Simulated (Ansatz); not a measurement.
Ga under pressure

Computed with DFT LDA, scalar-relativistic, plane waves, PAW (Ansatz 0.2.0). Settings: 420 eV plane-wave cutoff, Γ-centred 16×16×12 mesh, Fermi-Dirac smearing of 0.15 eV. No spin polarisation. Phonons by linear response, acoustic sum rule imposed.

Relaxed structure:
Space group C2/c (No. 15). a = 2.709 Å, b = 7.813 Å, c = 3.283 Å, α = 90.00°, β = 93.38°, γ = 90.00°
```json
{"atom": "Ga", "site": "4e", "symmetry": "2", "x": "0.5000", "y": "0.6337", "z": "0.2500"}
```

In a metal, frequencies and elastic constants depend on the k mesh and the smearing, soft modes and shear constants most.

Optical modes at Γ (cm⁻¹) at zero pressure: 47, 126, 196.

Under hydrostatic pressure the same modes lie at 62, 156, 242 cm⁻¹. What is the pressure, and how much has the cell shrunk?

Results:

10 GPa; the volume is 10.8 % smaller.

This form isn't the element's structure at ambient conditions.